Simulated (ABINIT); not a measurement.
# AlN (P6_3mc): G0W0 in ABINIT against the plane-wave cutoff, part 2 of 2

Wanted: the cheapest plane-wave cutoff that holds the gap of AlN (P6_3mc).

ABINIT 10.8.3; PBE and many-body steps on it, plane waves. Known limits of the many-body steps: not at the basis limit.

So far. Step 5 (Empty states on the mesh, 6×6×4 mesh, 81 bands): On this mesh the gap is 4.220 eV. Step 6 (Screening, 6×6×4 mesh, 75 bands, screening to 163.3 eV): Local fields lower ε∞ by 9 %.

The database entry behind the starting cell differs from later determinations by our own check (inner coordinate u about 0.002 short), so it need not match the best structure at ambient conditions.

### Step 8. Screening, 6×6×4 mesh, 75 bands, screening to 163.3 eV

This step: RPA screening on PBE, plane waves, norm-conserving pseudopotentials.

run.abi

```
acell 3*1.0 Angstrom
rprim 
  3.113000000011 -0.000000000003 0.000000000000
  -1.556500000003 2.695937081992 0.000000000000
  0.000000000000 0.000000000000 4.981000000000
ntypat 2
znucl 13 7
natom 4
typat 1 1 2 2
xred 
  0.333333333333 0.666666666667 0.000000000000
  0.666666666667 0.333333333333 0.500000000000
  0.333333333333 0.666666666667 0.380000000000
  0.666666666667 0.333333333333 0.880000000000
pp_dirpath "pseudos"
pseudos "Al.upf, N.upf"
ecut 29
ngkpt 6 6 4
nshiftk 1
shiftk 0 0 0
kptopt 1
chksymbreak 0
istwfk *1
occopt 1
irdwfk 1
optdriver 3
nband 75
ecuteps 6
inclvkb 2
awtr 1
symchi 1
indata_prefix "in"
outdata_prefix "out"
tmpdata_prefix "tmp"
```

Launch:

```sh
$ OMP_NUM_THREADS=1 mpirun -n 4 abinit run.abi > log
```

Numbers of over 12 decimals in the logs are rounded to 6 here.

What it wrote:

```text
.Version 10.8.3 of ABINIT. v10.8.2 released Aug 2026.

 Symmetries : space group P6_3 m c (#186); Bravais hP (primitive hexag.)
[... echo of the input left out ...]
== DATASET  1 ==================================================================
-   mpi_nproc: 4, omp_nthreads: 1 (-1 if OMP is not activated)

--- !DatasetInfo
iteration_state: {dtset: 1, }
dimensions: {natom: 4, nkpt: 21, mband: 75, nsppol: 1, nspinor: 1, nspden: 1, mpw: 2127, }
cutoff_energies: {ecut:  29.0, pawecutdg:  -1.0, }
electrons: {nelect:   1.60000000E+01, charge:   0.00000000E+00, occopt:   1.00000000E+00, tsmear:   1.00000000E-02, }

 SCREENING: Calculation of the susceptibility and dielectric matrices

 Based on a program developped by R.W. Godby, V. Olevano, G. Onida, and L. Reining.
 Incorporated in ABINIT by V. Olevano, G.-M. Rignanese, and M. Torrent.
.Using double precision arithmetic ; gwpc =  8

[... cell and pseudopotentials left out ...]
--------------------------------------------------------------------------------

 ==== K-mesh for the wavefunctions ====
 Number of points in the irreducible wedge :    21
[... list of points left out ...]
 Together with 12 symmetry operations and time-reversal symmetry
 yields   144 points in the full Brillouin Zone.

 ==== Q-mesh for the screening function ====
 Number of points in the irreducible wedge :    21
[... list of points left out ...]
 Together with 12 symmetry operations and time-reversal symmetry
 yields   144 points in the full Brillouin Zone.

 setmesh: FFT mesh size selected  =    18x   18x   36
          total number of points  =        11664

 vcoul_init : cutoff-mode = AUXILIARY_FUNCTION
 q-points for optical limit:   1
     1)      0.000010    0.000020    0.000030

- screening: taking advantage of time-reversal symmetry
- Maximum band index for partially occupied states nbvw = 8
- Remaining bands to be divided among processors   nbcw = 67
- Number of bands treated by each node ~16

 Number of electrons calculated from density =   16.0000; Expected =   16.0000
 average of density, n =  0.056718
 r_s =    1.6146
 omega_plasma =   22.9728 [eV]

 calculating chi0 at frequencies [eV] :
  1    0.000000E+00    0.000000E+00
  2    0.000000E+00    2.297283E+01

--------------------------------------------------------------------------------
  q-point number  1        q = ( 0.000000, 0.000000, 0.000000) [r.l.u.]
--------------------------------------------------------------------------------
[... chi0 elements left out ...]
 For q-point:  0.000010 0.000020 0.000030
  dielectric constant =   4.2176
  dielectric constant without local fields =   4.6440

  Average fulfillment of the sum rule on Im[epsilon] for q-point    1 :     72.63  [%]
[... wings left out ...]
  q-point number  2        q = ( 0.166667, 0.000000, 0.000000) [r.l.u.]
--------------------------------------------------------------------------------
[... chi0 elements left out ...]
  Average fulfillment of the sum rule on Im[epsilon] for q-point    2 :     84.91  [%]

 [... 19 further q-points ...]
```

It took 56 s on 4 MPI ranks of Intel Xeon Platinum 8375C at 2.90GHz (Ice Lake), shared host; peak memory 0.79 GiB.

Numbers from this step:

| Item | Value |
| --- | --- |
| ε∞ with local fields, on this mesh, along the program's q direction | 4.218 |
| the same without local fields | 4.644 |
| plasma frequency | 22.97 eV |
| plane waves in the screening matrix | 197 |

### Step 9. 29 Ha

The self-energy is evaluated for the states that the input lists, and the levels follow from it, in one-shot runs by the linearised quasiparticle equation.

This step: G0W0 on PBE, plane waves, norm-conserving pseudopotentials.

Edit run.abi of step 8 so:

```diff
@@ -25,8 +25,15 @@
 irdwfk 1
-optdriver 3
+optdriver 4
 nband 75
+gwcalctyp 0
+ecutsigx 29
+symsigma 1
+nkptgw 1
+kptgw 
+  0.0000000000 0.0000000000 0.0000000000
+bdgw 
+  6 10
 ecuteps 6
-inclvkb 2
-awtr 1
-symchi 1
+irdscr 1
+ppmodel 1
 indata_prefix "in"
```

What it wrote:

```text
.Version 10.8.3 of ABINIT. v10.8.2 released Aug 2026.

 Symmetries : space group P6_3 m c (#186); Bravais hP (primitive hexag.)
[... echo of the input left out ...]
== DATASET  1 ==================================================================
-   mpi_nproc: 4, omp_nthreads: 1 (-1 if OMP is not activated)

--- !DatasetInfo
iteration_state: {dtset: 1, }
dimensions: {natom: 4, nkpt: 21, mband: 75, nsppol: 1, nspinor: 1, nspden: 1, mpw: 2127, }
cutoff_energies: {ecut:  29.0, pawecutdg:  -1.0, }
electrons: {nelect:   1.60000000E+01, charge:   0.00000000E+00, occopt:   1.00000000E+00, tsmear:   1.00000000E-02, }

 SIGMA: Calculation of the GW corrections

 Based on a program developped by R.W. Godby, V. Olevano, G. Onida, and L. Reining.
 Incorporated in ABINIT by V. Olevano, G.-M. Rignanese, and M. Torrent.
.Using double precision arithmetic ; gwpc =  8

[... cell and pseudopotentials left out ...]
--------------------------------------------------------------------------------

 ==== K-mesh for the wavefunctions ====
 Number of points in the irreducible wedge :    21
[... list of points left out ...]
 Together with 12 symmetry operations and time-reversal symmetry
 yields   144 points in the full Brillouin Zone.

 ==== Q-mesh for screening function ====
 Number of points in the irreducible wedge :    21
[... list of points left out ...]
 Together with 12 symmetry operations and time-reversal symmetry
 yields   144 points in the full Brillouin Zone.

 vcoul_init : cutoff-mode = AUXILIARY_FUNCTION
 q-points for optical limit:   1
     1)      0.000010    0.000020    0.000030
 setmesh: FFT mesh size selected  =    27x   27x   48
          total number of points  =        34992

 Number of electrons calculated from density =   16.0000; Expected =   16.0000
[...]
number of q-points in IBZ                          21
 number of symmetry operations                      12
 number of k-points in BZ                          144
 number of q-points in BZ                          144
 number of frequencies for dSigma/dE                 9
 frequency step for dSigma/dE [eV]                0.25
 number of omega for Sigma on real axis              0
 max omega for Sigma on real axis  [eV]           0.00
 zcut for avoiding poles [eV]                     0.10

 EPSILON^-1 parameters (SCR file):
 dimension of the eps^-1 matrix on file            197
 dimension of the eps^-1 matrix used               197
 number of plane-waves for wavefunctions          2069
 number of bands                                    75
 number of q-points in IBZ                          21
 number of frequencies                               2
 number of real frequencies                          1
 number of imag frequencies                          1

 matrix elements of self-energy operator (all in [eV])

 Perturbative Calculation

--- !SelfEnergy_ee
iteration_state: {dtset: 1, }
kpoint     : [   0.000,    0.000,    0.000, ]
spin       : 1
KS_gap     :    4.213
QP_gap     :    5.500
Delta_QP_KS:    1.287
data: !SigmaeeData |
     Band     E0 <VxcDFT>   SigX SigC(E0)      Z dSigC/dE  Sig(E)    E-E0       E
        6   5.139 -16.964 -20.984   3.340   0.790  -0.266 -17.501  -0.537   4.602
        7   5.139 -16.964 -20.984   3.340   0.790  -0.266 -17.501  -0.537   4.602
        8   5.319 -17.074 -21.016   3.302   0.790  -0.266 -17.579  -0.505   4.814
        9   9.532 -12.519  -8.045  -3.520   0.819  -0.221 -11.737   0.782  10.314
       10  11.990 -10.832  -5.798  -4.067   0.828  -0.207 -10.031   0.801  12.791

== END DATASET(S) ==============================================================
================================================================================

 -outvars: echo values of variables after computation  --------
           etotal      0.0000000000E+00
            nband          75
             nkpt          21
          spgroup         186
 [... the other variables as echoed above ...]

 Calculation completed.
```

Wall time 5.7 s (4 MPI ranks); peak memory 0.63 GiB.

Numbers from this step:

```yaml
g0w0_gap_on_the_points_computed: 5.5 eV
starting_gap_on_the_mesh: 4.213 eV
k_of_the_valence_top: 0, 0, 0
k_of_the_conduction_bottom: 0, 0, 0
z_at_the_valence_top: 0.79
z_at_the_conduction_bottom: 0.819
least_direct_g0w0_gap_on_the_computed_points: 5.5 eV
```

The gap on the mesh goes from 4.21 eV to 5.50 eV, a correction of +1.29 eV.

### Step 10. Screening, 6×6×4 mesh, 75 bands, screening to 163.3 eV

This step: RPA screening on PBE, plane waves, norm-conserving pseudopotentials.

Edit run.abi of step 9 so:

```diff
@@ -16,3 +16,3 @@
 pseudos "Al.upf, N.upf"
-ecut 29
+ecut 36
 ngkpt 6 6 4
@@ -25,15 +25,8 @@
 irdwfk 1
-optdriver 4
+optdriver 3
 nband 75
-gwcalctyp 0
-ecutsigx 29
-symsigma 1
-nkptgw 1
-kptgw 
-  0.0000000000 0.0000000000 0.0000000000
-bdgw 
-  6 10
 ecuteps 6
-irdscr 1
-ppmodel 1
+inclvkb 2
+awtr 1
+symchi 1
 indata_prefix "in"
```

What it wrote:

```text
.Version 10.8.3 of ABINIT. v10.8.2 released Aug 2026.

 Symmetries : space group P6_3 m c (#186); Bravais hP (primitive hexag.)
[... echo of the input left out ...]
== DATASET  1 ==================================================================
-   mpi_nproc: 4, omp_nthreads: 1 (-1 if OMP is not activated)

--- !DatasetInfo
iteration_state: {dtset: 1, }
dimensions: {natom: 4, nkpt: 21, mband: 75, nsppol: 1, nspinor: 1, nspden: 1, mpw: 2934, }
cutoff_energies: {ecut:  36.0, pawecutdg:  -1.0, }
[...]
--------------------------------------------------------------------------------
[... chi0 elements left out ...]
 For q-point:  0.000010 0.000020 0.000030
  dielectric constant =   4.2133
  dielectric constant without local fields =   4.6391

  Average fulfillment of the sum rule on Im[epsilon] for q-point    1 :     72.61  [%]
[... wings left out ...]
  q-point number  2        q = ( 0.166667, 0.000000, 0.000000) [r.l.u.]
--------------------------------------------------------------------------------
[... chi0 elements left out ...]
  Average fulfillment of the sum rule on Im[epsilon] for q-point    2 :     84.90  [%]

 [... 19 further q-points ...]
```

Elapsed: 68 s, on 4 MPI ranks; peak memory 0.92 GiB; 4.5 min of CPU time.

This step gave:

```yaml
eps_infinity_with_local_fields_on_this_mesh_along_the_program_s_q_direction: 4.213
the_same_without_local_fields: 4.639
plasma_frequency: 22.97 eV
plane_waves_in_the_screening_matrix: 197
```

### Step 11. 36 Ha

This step: G0W0 on PBE, plane waves, norm-conserving pseudopotentials.

Edit run.abi of step 10 so:

```diff
@@ -25,8 +25,15 @@
 irdwfk 1
-optdriver 3
+optdriver 4
 nband 75
+gwcalctyp 0
+ecutsigx 36
+symsigma 1
+nkptgw 1
+kptgw 
+  0.0000000000 0.0000000000 0.0000000000
+bdgw 
+  6 10
 ecuteps 6
-inclvkb 2
-awtr 1
-symchi 1
+irdscr 1
+ppmodel 1
 indata_prefix "in"
```

What it wrote:

```text
.Version 10.8.3 of ABINIT. v10.8.2 released Aug 2026.

 Symmetries : space group P6_3 m c (#186); Bravais hP (primitive hexag.)
[... echo of the input left out ...]
== DATASET  1 ==================================================================
-   mpi_nproc: 4, omp_nthreads: 1 (-1 if OMP is not activated)

--- !DatasetInfo
iteration_state: {dtset: 1, }
dimensions: {natom: 4, nkpt: 21, mband: 75, nsppol: 1, nspinor: 1, nspden: 1, mpw: 2934, }
cutoff_energies: {ecut:  36.0, pawecutdg:  -1.0, }
[...]
8   5.314 -17.078 -21.024   3.304   0.790  -0.266 -17.585  -0.508   4.807
        9   9.535 -12.527  -8.048  -3.521   0.819  -0.221 -11.742   0.785  10.320
       10  11.990 -10.836  -5.799  -4.067   0.828  -0.207 -10.033   0.803  12.793

== END DATASET(S) ==============================================================
================================================================================

 -outvars: echo values of variables after computation  --------
           etotal      0.0000000000E+00
            nband          75
             nkpt          21
          spgroup         186
 [... the other variables as echoed above ...]

 Calculation completed.
```

Wall time 7.8 s (4 MPI ranks); peak memory 0.8 GiB.

This step gave:

| Item | Value |
| --- | --- |
| G0W0 gap on the points computed | 5.513 eV |
| starting gap on the mesh | 4.220 eV |
| k of the valence top | 0, 0, 0 |
| k of the conduction bottom | 0, 0, 0 |
| least direct G0W0 gap on the computed points | 5.513 eV |

Against the run before, the gap moves by +0.013 eV.

### Step 12. Screening, 6×6×4 mesh, 75 bands, screening to 163.3 eV

This step: RPA screening on PBE, plane waves, norm-conserving pseudopotentials.

Edit run.abi of step 11 so:

```diff
@@ -16,3 +16,3 @@
 pseudos "Al.upf, N.upf"
-ecut 36
+ecut 45
 ngkpt 6 6 4
@@ -25,15 +25,8 @@
 irdwfk 1
-optdriver 4
+optdriver 3
 nband 75
-gwcalctyp 0
-ecutsigx 36
-symsigma 1
-nkptgw 1
-kptgw 
-  0.0000000000 0.0000000000 0.0000000000
-bdgw 
-  6 10
 ecuteps 6
-irdscr 1
-ppmodel 1
+inclvkb 2
+awtr 1
+symchi 1
 indata_prefix "in"
```

What it wrote:

```text
.Version 10.8.3 of ABINIT. v10.8.2 released Aug 2026.

 Symmetries : space group P6_3 m c (#186); Bravais hP (primitive hexag.)
[... echo of the input left out ...]
== DATASET  1 ==================================================================
-   mpi_nproc: 4, omp_nthreads: 1 (-1 if OMP is not activated)

--- !DatasetInfo
iteration_state: {dtset: 1, }
dimensions: {natom: 4, nkpt: 21, mband: 75, nsppol: 1, nspinor: 1, nspden: 1, mpw: 4116, }
cutoff_energies: {ecut:  45.0, pawecutdg:  -1.0, }
[...]
--------------------------------------------------------------------------------
[... chi0 elements left out ...]
 For q-point:  0.000010 0.000020 0.000030
  dielectric constant =   4.2131
  dielectric constant without local fields =   4.6389

  Average fulfillment of the sum rule on Im[epsilon] for q-point    1 :     72.61  [%]
[... wings left out ...]
  q-point number  2        q = ( 0.166667, 0.000000, 0.000000) [r.l.u.]
--------------------------------------------------------------------------------
[... chi0 elements left out ...]
  Average fulfillment of the sum rule on Im[epsilon] for q-point    2 :     84.89  [%]

 [... 19 further q-points ...]
```

It took 96 s on 4 MPI ranks; peak memory 1.3 GiB; 6.4 min of CPU time.

Numbers from this step:

* ε∞ with local fields, on this mesh, along the program's q direction: 4.213
* the same without local fields: 4.639
* plasma frequency: 22.97 eV
* plane waves in the screening matrix: 197

### Step 13. 45 Ha

This step: G0W0 on PBE, plane waves, norm-conserving pseudopotentials.

Edit run.abi of step 12 so:

```diff
@@ -25,8 +25,15 @@
 irdwfk 1
-optdriver 3
+optdriver 4
 nband 75
+gwcalctyp 0
+ecutsigx 45
+symsigma 1
+nkptgw 1
+kptgw 
+  0.0000000000 0.0000000000 0.0000000000
+bdgw 
+  6 10
 ecuteps 6
-inclvkb 2
-awtr 1
-symchi 1
+irdscr 1
+ppmodel 1
 indata_prefix "in"
```

What it wrote:

```text
.Version 10.8.3 of ABINIT. v10.8.2 released Aug 2026.

 Symmetries : space group P6_3 m c (#186); Bravais hP (primitive hexag.)
[... echo of the input left out ...]
== DATASET  1 ==================================================================
-   mpi_nproc: 4, omp_nthreads: 1 (-1 if OMP is not activated)

--- !DatasetInfo
iteration_state: {dtset: 1, }
dimensions: {natom: 4, nkpt: 21, mband: 75, nsppol: 1, nspinor: 1, nspden: 1, mpw: 4116, }
cutoff_energies: {ecut:  45.0, pawecutdg:  -1.0, }
[...]
8   5.315 -17.078 -21.025   3.303   0.790  -0.266 -17.586  -0.508   4.806
        9   9.535 -12.527  -8.049  -3.521   0.819  -0.221 -11.743   0.785  10.320
       10  11.990 -10.836  -5.800  -4.067   0.828  -0.207 -10.033   0.803  12.793

== END DATASET(S) ==============================================================
================================================================================

 -outvars: echo values of variables after computation  --------
           etotal      0.0000000000E+00
            nband          75
             nkpt          21
          spgroup         186
 [... the other variables as echoed above ...]

 Calculation completed.
```

It took 6.4 s on 4 MPI ranks; peak memory 1.2 GiB; 25 s of CPU time.

Numbers from this step:

| Item | Value |
| --- | --- |
| G0W0 gap on the points computed | 5.514 eV |
| starting gap on the mesh | 4.220 eV |
| k of the valence top | 0, 0, 0 |
| k of the conduction bottom | 0, 0, 0 |
| least direct G0W0 gap on the computed points | 5.514 eV |

Against the run before, the gap moves by +0.001 eV.

### Step 14. The runs together

Times are wall times on 4 MPI ranks of Intel Xeon Platinum 8375C at 2.90GHz (Ice Lake), shared host, good to a factor of about two. A run's time includes the screening step that it read.

```
  run   mesh  bands  screening cutoff (eV)  DFT gap (eV)  gap on the mesh (eV)  direct (eV)  ε∞ used     time
22 Ha  6×6×4     75                  163.3         4.165                 5.438        5.438     4.25     48 s
29 Ha  6×6×4     75                  163.3         4.213                 5.500        5.500     4.22     62 s
36 Ha  6×6×4     75                  163.3         4.220                 5.513        5.513     4.21     76 s
45 Ha  6×6×4     75                  163.3         4.220                 5.514        5.514     4.21  1.7 min
```

### Step 15. Results

* 22 Ha: 5.438 eV
* 29 Ha: 5.500 eV
* 36 Ha: 5.513 eV
* 45 Ha: 5.514 eV
* known limits: not at the basis limit

In words: The setting moved: plane-wave cutoff. From 22 Ha to 45 Ha the gap moves by +0.08 eV, for 2.1 times the time. It holds to 0.03 eV from 29 Ha on. Bands and screening cutoff are coupled, so a series along one setting does not show full convergence. Bands and cutoff are finite, so the gap is not at the basis limit. The miss can reach some tenths of an eV and take either sign; the mesh is an error of its own. In the G0W0 runs levels were corrected at 1 k point alone, so a gap called «on the mesh» is the least over those, and an edge elsewhere would be missed.

[Paths, hosts, dates, memory and timing lines, banners, echoed tables and standing remarks are left out of the program output.]

[Logs are printed without paths, hosts, clocks, repeated set-up lines and the standing remarks that a program may print on its own settings, such as how far it seeks lower states.]

[Runs of the session that timed out or met a known fault of the program may be left out.]

[Hosts, paths, dates, database ids (printed as entryN), source tags and the programs' standing remarks are cut or masked in the printed files.]

[G0W0 gaps are taken among the corrected bands and points alone; a level outside them can change the order at an edge.]

[Where Ansatz stands beside ABINIT at settings called matched, ABINIT's density can come from a denser mesh and the files from another edition; pairs whose starting gaps differed by over 0.03 eV were left out, so agreement reads better than it is.]
